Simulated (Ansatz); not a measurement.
The system is HgTe (Coloradoite).

```xyz
2
Lattice="0.0000 3.2145 3.2145 3.2145 0.0000 3.2145 3.2145 3.2145 0.0000" Properties=species:S:1:pos:R:3 pbc="T T T"
Hg    0.0000    0.0000    0.0000
Te    4.8217    4.8217    4.8217
```

- Program: Ansatz 0.2.0
- Task: relaxation of cell and atoms
- Functional: PBE
- Dispersion: D3(BJ)-ATM
- Potentials or basis: Ansatz PAW
- Cutoff: 420 eV (not typed: the program's choice for these potentials)
- k mesh: 7 × 7 × 7
- Occupations: fermi-dirac, width 0.05 eV
- Spin: no spin polarisation

At the start: volume 33.22 Å³/atom.

Q: Where does the relaxation end?

A: It ends after 5 steps and the volume is 35.23 Å³/atom (+6.1 %); space group F-43m (No. 216, to 0.05 Å).

The path:
```tsv
step	energy change (eV)	largest force (eV/Å)	volume (Å³)
1	0.0000	0.0000	66.43
2	-0.0209	0.0000	72.98
3	-0.0312	0.0000	70.78
4	-0.0314	0.0000	70.47
5	-0.0322	0.0000	70.47
```

Final structure:
```xyz
2
Lattice="0.0000 3.2783 3.2783 3.2783 0.0000 3.2783 3.2783 3.2783 0.0000" Properties=species:S:1:pos:R:3 pbc="T T T"
Hg    0.0000    0.0000    0.0000
Te    4.9175    4.9175    4.9175
```

Caveat: the plane-wave basis is chosen anew once the cell has moved, so the energies of steps on either side of that aren't comparable; pairwise dispersion overbinds metals, which lowers pressure and volume.
